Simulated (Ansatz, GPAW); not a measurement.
# Geometry or basis: what sets the conductance of a Na chain with a C atom bridging one bond, part 3 of 4

Wanted: T(E) of a Na chain with a C atom bridging one bond at a relaxed geometry in two programs, beside the unrelaxed structure.

GPAW 26.7.0 and Ansatz 0.2.0; Ansatz plane waves; relaxation of the junction with the lead ends held; PAW set soft_1 (the session's first sound run).

So far, transmission at the Fermi level (one spin): step 3 (plane-wave reference (PBE)) 0.369. Also open channels of the lead at the Fermi level (one spin): step 3 1.

## Step 4: GPAW, dzp

Localised orbitals split the wire into layers that couple to their neighbours alone, which is what the Green's function method needs; double zeta with polarisation is the usual level for numbers.

This step: GPAW LCAO, PAW setups; Landauer transmission from Green's functions with principal layers (ASE), zero bias (GPAW 26.7.0).

run.py reads:

```python
import json
import numpy as np
from ase import Atoms
from ase.transport.calculators import TransportCalculator
from gpaw import GPAW, FermiDirac
from gpaw.lcao.tools import get_lcao_hamiltonian
from scipy.linalg import eigh

# The junction with lead layers at both ends, along the third cell vector
device = Atoms(
    ['Na', 'Na', 'Na', 'Na', 'Na', 'Na', 'Na', 'C', 'Na', 'Na', 'Na', 'Na', 'Na', 'Na', 'Na'],
    positions=[
        [4.50000, 4.50000, 1.65000],
        [4.50000, 4.50000, 4.95000],
        [4.50000, 4.50000, 8.25000],
        [4.50000, 4.50000, 11.55000],
        [4.50000, 4.50000, 14.85000],
        [4.63949, 4.23830, 19.29251],
        [2.68857, 6.28511, 21.65342],
        [4.31263, 4.56707, 21.60334],
        [4.67520, 4.19043, 23.90845],
        [4.47056, 4.45042, 27.97959],
        [4.50000, 4.50000, 31.55000],
        [4.50000, 4.50000, 34.85000],
        [4.50000, 4.50000, 38.15000],
        [4.50000, 4.50000, 41.45000],
        [4.50000, 4.50000, 44.75000]],
    cell=[[9.0, 0.0, 0.0], [0.0, 9.0, 0.0], [0.0, 0.0, 46.4]],
    pbc=True)

# One principal layer of the lead: the first 4 atoms of the device
lead = Atoms(
    ['Na', 'Na', 'Na', 'Na'],
    positions=[
        [4.50000, 4.50000, 1.65000],
        [4.50000, 4.50000, 4.95000],
        [4.50000, 4.50000, 8.25000],
        [4.50000, 4.50000, 11.55000]],
    cell=[[9.0, 0.0, 0.0], [0.0, 9.0, 0.0], [0.0, 0.0, 13.2]],
    pbc=True)

settings = dict(mode='lcao', basis='dzp', xc='PBE', h=0.2,
                occupations=FermiDirac(0.1), maxiter=250,
                mixer=dict(beta=0.1, nmaxold=8, weight=100.0),
                convergence=dict(density=0.0001))
energies = np.arange(-2, 2 + 1e-9, 0.025)
eta = 0.0001
n1, n2 = 1, 1
# k and -k transmit alike, so half of the mesh across the current serves
mesh = [(i, j) for i in range(n1) for j in range(n2) if (i, j) <= (-i % n1, -j % n2)]
weights = np.array([1 if (i, j) == (-i % n1, -j % n2) else 2 for i, j in mesh]) / (n1 * n2)

# [... helper functions left out ...]
fermi_lead = ground_state(lead, (1, 1, 9), 'lead.txt')
fermi_device = ground_state(device, (1, 1, 2), 'device.txt')
# [... loop over the mesh left out, but for ...]
        # Shift the lead onto the potential of the device's first layer
        shift = ((H[:, 0, 0] - H0[:, 0, 0]) / S0[0, 0]).real.mean()
# [...]
kT = 8.617333e-5 * 300
bias = [0.1, 0.2, 0.5, 1.0, 1.5, 2.0]
# [... integrals and printing left out ...]
```

Started as:

```bash
$ OMP_NUM_THREADS=1 OPENBLAS_NUM_THREADS=1 python run.py
```

Numbers of over 12 decimals in the logs are rounded to 6 here.

The program printed:

```text
basis functions: device 251, principal layer 68
Fermi level: lead -2.4844 eV, device -2.4208 eV; lead shifted by -0.0006 eV
largest coupling past the next layer 4.16e-12 eV, largest misfit of the first layer 0.037 eV
  E-E_F (eV)   T (one spin)  channels
    -2.000    1.1938e-10    0.0000
    -1.975    1.1908e-10    0.0000
    -1.950    1.1877e-10    0.0000
    -1.925    1.1846e-10    0.0000
    -1.900    1.1815e-10    0.0000
    -1.875    1.1783e-10    0.0000
    -1.850    1.1751e-10    0.0000
    -1.825    1.1719e-10    0.0000
    -1.800    1.1685e-10    0.0000
    -1.775    1.1652e-10    0.0000
    -1.750    1.1617e-10    0.0000
    -1.725    1.1582e-10    0.0000
    -1.700    1.1547e-10    0.0000
    -1.675    1.1510e-10    0.0000
    -1.650    1.1473e-10    0.0000
    -1.625    1.1435e-10    0.0000
[...]
1.825    2.0173e-02    3.0000
     1.850    2.5589e-02    3.0000
     1.875    3.2166e-02    3.0000
     1.900    4.0199e-02    3.0000
     1.925    4.9859e-02    3.0000
     1.950    6.1219e-02    3.0000
     1.975    7.4252e-02    3.0000
     2.000    8.8823e-02    3.0000
conductance at 300 K: 0.36511 G0 a cell; thermopower -7.257 uV/K
current from the zero-bias T(E) at 0.1 V: 2.8264 uA
current from the zero-bias T(E) at 0.2 V: 5.6366 uA
current from the zero-bias T(E) at 0.5 V: 14.212 uA
current from the zero-bias T(E) at 1.0 V: 31.021 uA
current from the zero-bias T(E) at 1.5 V: 55.919 uA
current from the zero-bias T(E) at 2.0 V: 75.551 uA
```

Elapsed: 2.4 min, on 1 thread of Arm Neoverse V1, shared host; peak memory 1.6 GiB.

This step gave:

* conductance: 0.3651 G₀
* thermopower: -7.257 μV/K
* largest coupling past the next principal layer: 4.16e-12 eV
* largest misfit of the first principal layer: 0.03747 eV
* shift that aligns the lead: -5.91e-4 eV
* basis functions of the junction: 251
* basis functions of a principal layer: 68
* transmission at the Fermi level (one spin): 0.3658

One spin. Transmission, zone mean against energy, zero at the Fermi level:

| energy (eV) | transmission, zone mean |
| --- | --- |
| -2.000 | 1.2e-10 |
| -1.900 | 1.2e-10 |
| -1.800 | 1.2e-10 |
| -1.700 | 1.2e-10 |
| -1.600 | 1.1e-10 |
| -1.500 | 1.1e-10 |
| -1.400 | 1.1e-10 |
| -1.300 | 1.1e-10 |
| -1.200 | 1.0e-10 |
| -1.100 | 9.1e-11 |
| -1.000 | 5.3e-11 |
| -0.900 | 5.3e-10 |
| -0.825 | 0.175 |
| -0.800 | 0.0760 |
| -0.700 | 0.658 |
| -0.675 | 0.988 |
| -0.600 | 0.419 |
| -0.500 | 0.252 |
| -0.400 | 0.251 |
| -0.300 | 0.315 |
| -0.250 | 0.717 |
| -0.200 | 0.242 |
| -0.100 | 0.326 |
| 0.000 | 0.366 |
| 0.100 | 0.398 |
| 0.200 | 0.439 |
| 0.300 | 0.503 |
| 0.400 | 0.596 |
| 0.500 | 0.710 |
| 0.600 | 0.820 |
| 0.700 | 0.900 |
| 0.800 | 0.945 |
| 0.900 | 0.970 |
| 1.000 | 0.986 |
| 1.100 | 0.994 |
| 1.200 | 0.970 |
| 1.300 | 0.837 |
| 1.400 | 0.537 |
| 1.500 | 0.232 |
| 1.600 | 0.0755 |
| 1.700 | 0.0196 |
| 1.800 | 0.0153 |
| 1.900 | 0.0402 |
| 2.000 | 0.0888 |

Crossings of the lead's bands, unfolded to its shortest repeat. Table of open channels, zone mean by energy, zero at the Fermi level:

| energy (eV) | open channels, zone mean |
| --- | --- |
| -0.900 | 0 |
| -0.800 | 1 |
| -0.700 | 1 |
| -0.600 | 1 |
| -0.500 | 1 |
| -0.400 | 1 |
| -0.300 | 1 |
| -0.200 | 1 |
| -0.100 | 1 |
| 0.000 | 1 |
| 0.100 | 1 |
| 0.200 | 1 |
| 0.300 | 1 |
| 0.400 | 1 |
| 0.500 | 1 |
| 0.600 | 1 |
| 0.700 | 1 |
| 0.800 | 1 |
| 0.900 | 1 |
| 1.000 | 1 |
| 1.100 | 1 |
| 1.200 | 1 |
| 1.300 | 1 |
| 1.400 | 1 |
| 1.500 | 1 |
| 1.600 | 1 |
| 1.700 | 1 |
| 1.800 | 3 |
| 1.900 | 3 |
| 2.000 | 3 |

Not self-consistent under bias; the bias window is split evenly. Table of current through one cell, from the zero-bias transmission by bias:

| bias (V) | current through one cell, from the zero-bias transmission (μA) |
| --- | --- |
| 0.100 | 2.83 |
| 0.200 | 5.64 |
| 0.500 | 14.2 |
| 1.000 | 31.0 |
| 1.500 | 55.9 |
| 2.000 | 75.6 |

Transmission of the three most open eigenchannels against energy, zero at the Fermi level:

| energy (eV) | channel 1 | channel 2 | channel 3 |
| --- | --- | --- | --- |
| -0.900 | 5.3e-10 | 1.2e-12 | 0 |
| -0.800 | 0.0760 | 1.7e-9 | 0 |
| -0.700 | 0.658 | 2.0e-12 | 0 |
| -0.600 | 0.419 | 4.2e-11 | 0 |
| -0.500 | 0.252 | 6.1e-11 | 0 |
| -0.400 | 0.251 | 6.8e-11 | 0 |
| -0.300 | 0.315 | 7.0e-11 | 0 |
| -0.200 | 0.242 | 7.5e-11 | 1.3e-12 |
| -0.100 | 0.326 | 7.2e-11 | 0 |
| 0.000 | 0.366 | 7.1e-11 | 0 |
| 0.100 | 0.398 | 6.9e-11 | 0 |
| 0.200 | 0.439 | 6.7e-11 | 0 |
| 0.300 | 0.503 | 6.5e-11 | 0 |
| 0.400 | 0.596 | 6.2e-11 | 0 |
| 0.500 | 0.710 | 5.9e-11 | 0 |
| 0.600 | 0.820 | 5.6e-11 | 0 |
| 0.700 | 0.900 | 5.3e-11 | 0 |
| 0.800 | 0.945 | 5.0e-11 | 0 |
| 0.900 | 0.970 | 4.6e-11 | 0 |
| 1.000 | 0.986 | 4.3e-11 | 0 |
| 1.100 | 0.994 | 3.9e-11 | 0 |
| 1.200 | 0.970 | 3.5e-11 | 0 |
| 1.300 | 0.837 | 3.2e-11 | 0 |
| 1.400 | 0.537 | 2.8e-11 | 0 |
| 1.500 | 0.232 | 2.4e-11 | 0 |
| 1.600 | 0.0755 | 2.1e-11 | 0 |
| 1.700 | 0.0196 | 1.7e-11 | 0 |
| 1.800 | 0.0150 | 2.2e-4 | 1.3e-4 |
| 1.900 | 0.0379 | 0.00128 | 0.00100 |
| 2.000 | 0.0837 | 0.00332 | 0.00179 |

At the Fermi level T is 0.366 against 0.369 in plane waves. Couplings past the next layer reach 4.2e-12 eV, small enough to drop; the matrix elements of the cell's first layer differ from the bulk lead's by up to 0.037 eV. That layer keeps its own values in the calculation, and only beyond it is the lead taken as perfect. The Fermi levels of lead and junction count from different zeros of potential, one for each periodic cell; with both set to zero, the small remaining shift is what aligns them. By hand: G = 0.3651 × 77.48 μS = 28.3 μS, a resistance of 35.3 kΩ; at 0.1 V a linear junction would pass 2.83 μA, and the integral over the bias window gives 2.83 μA. Mott's formula, S = -(π²/3)(k_B²T/e) d ln T/dE, has the prefactor 7.33 μV/K·eV at 300 K; T = 0.3572 at -0.025 eV and 0.3740 at 0.025 eV give a slope of 0.920 per eV and S = -6.74 μV/K, beside -7.26 μV/K from the thermal integral, which interpolates the same grid.

## Step 5: Single-zeta polarised basis

The second zeta is dropped, the polarisation orbitals stay.

Edit run.py of step 4 so:

```diff
@@ -41,3 +41,3 @@
 
-settings = dict(mode='lcao', basis='dzp', xc='PBE', h=0.2,
+settings = dict(mode='lcao', basis='szp(dzp)', xc='PBE', h=0.2,
                 occupations=FermiDirac(0.1), maxiter=250,
```

The program printed:

```text
basis functions: device 149, principal layer 40
Fermi level: lead -2.5061 eV, device -2.4346 eV; lead shifted by 0.0001 eV
largest coupling past the next layer 4.06e-12 eV, largest misfit of the first layer 0.036 eV
  E-E_F (eV)   T (one spin)  channels
    -2.000    1.9871e-10    0.0000
    -1.975    1.9811e-10    0.0000
    -1.950    1.9751e-10    0.0000
[...]
1.975    7.5412e-02    3.0000
     2.000    9.2935e-02    3.0000
conductance at 300 K: 0.35506 G0 a cell; thermopower -6.554 uV/K
current from the zero-bias T(E) at 0.1 V: 2.7491 uA
current from the zero-bias T(E) at 0.2 V: 5.487 uA
current from the zero-bias T(E) at 0.5 V: 13.53 uA
current from the zero-bias T(E) at 1.0 V: 28.526 uA
current from the zero-bias T(E) at 1.5 V: 51.042 uA
current from the zero-bias T(E) at 2.0 V: 70.451 uA
```

Run time: 1.7 min. Hardware: 1 thread; peak memory 1.6 GiB.

This step gave:

- conductance: 0.3551 G₀
- thermopower: -6.554 μV/K
- largest coupling past the next principal layer: 4.06e-12 eV
- largest misfit of the first principal layer: 0.03608 eV
- shift that aligns the lead: 1.34e-4 eV
- basis functions of the junction: 149
- basis functions of a principal layer: 40
- transmission at the Fermi level (one spin): 0.3556

One spin. The transmission, zone mean by energy, zero at the Fermi level:

| energy (eV) | transmission, zone mean |
| --- | --- |
| -2.000 | 2.0e-10 |
| -1.900 | 2.0e-10 |
| -1.800 | 1.9e-10 |
| -1.700 | 1.9e-10 |
| -1.600 | 1.9e-10 |
| -1.500 | 1.9e-10 |
| -1.400 | 1.8e-10 |
| -1.300 | 1.8e-10 |
| -1.200 | 1.8e-10 |
| -1.100 | 1.8e-10 |
| -1.000 | 1.9e-10 |
| -0.900 | 1.9e-10 |
| -0.800 | 0.0281 |
| -0.700 | 0.923 |
| -0.600 | 0.235 |
| -0.500 | 0.184 |
| -0.400 | 0.202 |
| -0.300 | 0.260 |
| -0.275 | 0.307 |
| -0.200 | 0.267 |
| -0.100 | 0.321 |
| 0.000 | 0.356 |
| 0.100 | 0.384 |
| 0.200 | 0.423 |
| 0.300 | 0.485 |
| 0.400 | 0.575 |
| 0.500 | 0.686 |
| 0.600 | 0.795 |
| 0.700 | 0.877 |
| 0.800 | 0.927 |
| 0.900 | 0.956 |
| 1.000 | 0.977 |
| 1.100 | 0.993 |
| 1.150 | 0.997 |
| 1.200 | 0.989 |
| 1.300 | 0.885 |
| 1.400 | 0.582 |
| 1.500 | 0.244 |
| 1.600 | 0.0749 |
| 1.700 | 0.0190 |
| 1.800 | 0.0133 |
| 1.900 | 0.0379 |
| 2.000 | 0.0929 |

The conductance, 0.355 G₀, lies 2.8 % below that of the dzp run.

## Step 6: Minimal basis

One function for each valence shell of the setup, as for a first survey of a large system.

Edit run.py of step 5 so:

```diff
@@ -41,3 +41,3 @@
 
-settings = dict(mode='lcao', basis='szp(dzp)', xc='PBE', h=0.2,
+settings = dict(mode='lcao', basis='sz(dzp)', xc='PBE', h=0.2,
                 occupations=FermiDirac(0.1), maxiter=250,
```

The program printed:

```text
basis functions: device 102, principal layer 28
Fermi level: lead -2.4845 eV, device -2.4138 eV; lead shifted by -0.0011 eV
largest coupling past the next layer 4.26e-12 eV, largest misfit of the first layer 0.050 eV
  E-E_F (eV)   T (one spin)  channels
    -2.000    2.1134e-14    0.0000
    -1.975    2.0973e-14    0.0000
    -1.950    2.0811e-14    0.0000
[...]
1.975    1.1138e-01    3.0000
     2.000    1.3617e-01    3.0000
conductance at 300 K: 0.351 G0 a cell; thermopower -6.617 uV/K
current from the zero-bias T(E) at 0.1 V: 2.7172 uA
current from the zero-bias T(E) at 0.2 V: 5.4199 uA
current from the zero-bias T(E) at 0.5 V: 13.291 uA
current from the zero-bias T(E) at 1.0 V: 27.761 uA
current from the zero-bias T(E) at 1.5 V: 49.182 uA
current from the zero-bias T(E) at 2.0 V: 68.379 uA
```

Elapsed: 78 s, on 1 thread; peak memory 1.5 GiB.

This step gave:

| Item | Value |
| --- | --- |
| conductance | 0.3510 G₀ |
| thermopower | -6.617 μV/K |
| largest coupling past the next principal layer | 4.26e-12 eV |
| largest misfit of the first principal layer | 0.04996 eV |
| shift that aligns the lead | -0.001139 eV |
| basis functions of the junction | 102 |
| basis functions of a principal layer | 28 |
| transmission at the Fermi level (one spin) | 0.3516 |

One spin. Table of transmission, zone mean by energy, zero at the Fermi level:

| energy (eV) | transmission, zone mean |
| --- | --- |
| -2.000 | 0 |
| -1.900 | 0 |
| -1.800 | 0 |
| -1.700 | 0 |
| -1.600 | 0 |
| -1.500 | 0 |
| -1.400 | 0 |
| -1.300 | 0 |
| -1.200 | 0 |
| -1.100 | 0 |
| -1.000 | 0 |
| -0.900 | 2.6e-12 |
| -0.800 | 0.0366 |
| -0.725 | 0.963 |
| -0.700 | 0.730 |
| -0.600 | 0.205 |
| -0.500 | 0.172 |
| -0.400 | 0.195 |
| -0.300 | 0.253 |
| -0.275 | 0.289 |
| -0.200 | 0.259 |
| -0.100 | 0.317 |
| 0.000 | 0.352 |
| 0.100 | 0.379 |
| 0.200 | 0.415 |
| 0.300 | 0.472 |
| 0.400 | 0.555 |
| 0.500 | 0.659 |
| 0.600 | 0.764 |
| 0.700 | 0.847 |
| 0.800 | 0.901 |
| 0.900 | 0.934 |
| 1.000 | 0.959 |
| 1.100 | 0.984 |
| 1.175 | 0.997 |
| 1.200 | 0.997 |
| 1.300 | 0.928 |
| 1.400 | 0.653 |
| 1.500 | 0.295 |
| 1.600 | 0.0969 |
| 1.700 | 0.0267 |
| 1.800 | 0.0234 |
| 1.900 | 0.0571 |
| 2.000 | 0.136 |

The conductance, 0.351 G₀, lies 3.9 % below that of the dzp run.

## Step 7: RPBE in the dzp basis: xc = "RPBE"

Back in the dzp basis, the functional changes from PBE to RPBE, to set the spread between functionals beside that between bases.

Edit run.py of step 6 so:

```diff
@@ -41,3 +41,3 @@
 
-settings = dict(mode='lcao', basis='sz(dzp)', xc='PBE', h=0.2,
+settings = dict(mode='lcao', basis='dzp', xc='RPBE', h=0.2,
                 occupations=FermiDirac(0.1), maxiter=250,
```

The program printed:

```text
basis functions: device 251, principal layer 68
Fermi level: lead -2.4036 eV, device -2.3447 eV; lead shifted by -0.0003 eV
largest coupling past the next layer 2.11e-11 eV, largest misfit of the first layer 0.039 eV
  E-E_F (eV)   T (one spin)  [channel counts left out]
    -2.000    1.1611e-10
    -1.975    1.1578e-10
    -1.950    1.1544e-10
[...]
1.975    8.2175e-02
     2.000    9.6798e-02
conductance at 300 K: 0.38061 G0 a cell; thermopower -7.438 uV/K
current from the zero-bias T(E) at 0.1 V: 2.9467 uA
current from the zero-bias T(E) at 0.2 V: 5.8788 uA
current from the zero-bias T(E) at 0.5 V: 14.835 uA
current from the zero-bias T(E) at 1.0 V: 32.807 uA
current from the zero-bias T(E) at 1.5 V: 58.704 uA
current from the zero-bias T(E) at 2.0 V: 78.615 uA
```

It took 2.2 min on 1 thread; peak memory 1.6 GiB.

This step gave:

* conductance: 0.3806 G₀
* thermopower: -7.438 μV/K
* largest coupling past the next principal layer: 2.11e-11 eV
* largest misfit of the first principal layer: 0.03872 eV
* shift that aligns the lead: -2.79e-4 eV
* basis functions of the junction: 251
* basis functions of a principal layer: 68
* transmission at the Fermi level (one spin): 0.3813

One spin. The transmission, zone mean by energy, zero at the Fermi level:

| energy (eV) | transmission, zone mean |
| --- | --- |
| -2.000 | 1.2e-10 |
| -1.900 | 1.1e-10 |
| -1.800 | 1.1e-10 |
| -1.700 | 1.1e-10 |
| -1.600 | 1.1e-10 |
| -1.500 | 1.1e-10 |
| -1.400 | 1.1e-10 |
| -1.300 | 1.0e-10 |
| -1.200 | 9.6e-11 |
| -1.100 | 8.4e-11 |
| -1.000 | 4.5e-11 |
| -0.900 | 5.1e-10 |
| -0.825 | 0.410 |
| -0.800 | 0.0853 |
| -0.700 | 0.451 |
| -0.650 | 0.962 |
| -0.600 | 0.530 |
| -0.500 | 0.289 |
| -0.400 | 0.275 |
| -0.300 | 0.340 |
| -0.250 | 0.741 |
| -0.200 | 0.248 |
| -0.100 | 0.339 |
| 0.000 | 0.381 |
| 0.100 | 0.416 |
| 0.200 | 0.463 |
| 0.300 | 0.533 |
| 0.400 | 0.632 |
| 0.500 | 0.748 |
| 0.600 | 0.851 |
| 0.700 | 0.921 |
| 0.800 | 0.959 |
| 0.900 | 0.980 |
| 1.000 | 0.992 |
| 1.025 | 0.993 |
| 1.100 | 0.984 |
| 1.200 | 0.902 |
| 1.300 | 0.666 |
| 1.400 | 0.347 |
| 1.500 | 0.134 |
| 1.600 | 0.0430 |
| 1.700 | 0.0112 |
| 1.800 | 0.0195 |
| 1.900 | 0.0464 |
| 2.000 | 0.0968 |

The conductance, 0.381 G₀, lies 4.2 % above that of the dzp run.

## Step 8: The structure as built: geometry = "as built"

The dzp basis with PBE on the structure as first built shows what the relaxation was worth.

Edit run.py of step 7 so:

```diff
@@ -17,7 +17,7 @@
         [4.50000, 4.50000, 14.85000],
-        [4.63949, 4.23830, 19.29251],
-        [2.68857, 6.28511, 21.65342],
-        [4.31263, 4.56707, 21.60334],
-        [4.67520, 4.19043, 23.90845],
-        [4.47056, 4.45042, 27.97959],
+        [4.50000, 4.50000, 18.15000],
+        [4.50000, 4.50000, 21.45000],
+        [5.73899, 4.50000, 23.20000],
+        [4.50000, 4.50000, 24.95000],
+        [4.50000, 4.50000, 28.25000],
         [4.50000, 4.50000, 31.55000],
@@ -41,3 +41,3 @@
 
-settings = dict(mode='lcao', basis='dzp', xc='RPBE', h=0.2,
+settings = dict(mode='lcao', basis='dzp', xc='PBE', h=0.2,
                 occupations=FermiDirac(0.1), maxiter=250,
```

The program printed:

```text
basis functions: device 251, principal layer 68
Fermi level: lead -2.4844 eV, device -2.5392 eV; lead shifted by 0.0001 eV
largest coupling past the next layer 4.16e-12 eV, largest misfit of the first layer 0.009 eV
  E-E_F (eV)   T (one spin)  channels
    -2.000    5.4721e-10    0.0000
    -1.975    5.4619e-10    0.0000
    -1.950    5.4514e-10    0.0000
[...]
1.975    2.7679e-01    3.0000
     2.000    2.6058e-01    3.0000
conductance at 300 K: 0.080769 G0 a cell; thermopower -24.83 uV/K
current from the zero-bias T(E) at 0.1 V: 0.7412 uA
current from the zero-bias T(E) at 0.2 V: 2.1948 uA
current from the zero-bias T(E) at 0.5 V: 13 uA
current from the zero-bias T(E) at 1.0 V: 34.527 uA
current from the zero-bias T(E) at 1.5 V: 47.531 uA
current from the zero-bias T(E) at 2.0 V: 54.826 uA
```

Elapsed: 1.9 min, on 1 thread; peak memory 1.6 GiB.

Numbers from this step:

```
conductance                                    : 0.08077 G₀
largest coupling past the next principal layer : 4.16e-12 eV
largest misfit of the first principal layer    : 0.008545 eV
shift that aligns the lead                     : 1.39e-4 eV
transmission at the Fermi level (one spin)     : 0.05013
```

One spin. Table of transmission, zone mean by energy, zero at the Fermi level:

| energy (eV) | transmission, zone mean |
| --- | --- |
| -2.000 | 5.5e-10 |
| -1.800 | 5.4e-10 |
| -1.600 | 5.3e-10 |
| -1.400 | 5.1e-10 |
| -1.200 | 4.6e-10 |
| -1.000 | 2.8e-10 |
| -0.825 | 0.622 |
| -0.800 | 0.261 |
| -0.600 | 0.435 |
| -0.400 | 0.874 |
| -0.275 | 0.940 |
| -0.200 | 0.880 |
| 0.000 | 0.0501 |
| 0.200 | 0.250 |
| 0.400 | 0.255 |
| 0.600 | 0.261 |
| 0.800 | 0.277 |
| 1.000 | 0.299 |
| 1.200 | 0.329 |
| 1.400 | 0.360 |
| 1.600 | 0.376 |
| 1.800 | 0.341 |
| 2.000 | 0.261 |

The conductance, 0.0808 G₀, lies 78 % below that of the dzp run.

## Step 9: All levels side by side

Times are wall times on the hardware named with each run. Results by setting:

| no. | run | conductance (G₀) | time | memory (GiB) |
| --- | --- | --- | --- | --- |
| 1 | pw PBE | 0.3683 | 2.2 min | 3.3 |
| 2 | dzp | 0.3651 | 2.4 min | 1.6 |
| 3 | szp | 0.3551 | 1.7 min | 1.6 |
| 4 | sz | 0.3510 | 78 s | 1.5 |
| 5 | dzp RPBE | 0.3806 | 2.2 min | 1.6 |
| 6 | asbuilt | 0.08077 | 1.9 min | 1.6 |

(Part 3 of 4 ends here.)

[Logs are printed without paths, hosts, clocks, repeated set-up lines and the standing remarks that a program may print on its own settings, such as how far it seeks lower states.]

[Hosts, paths, dates, database ids (printed as entryN), source tags and the programs' standing remarks are cut or masked in the printed files.]
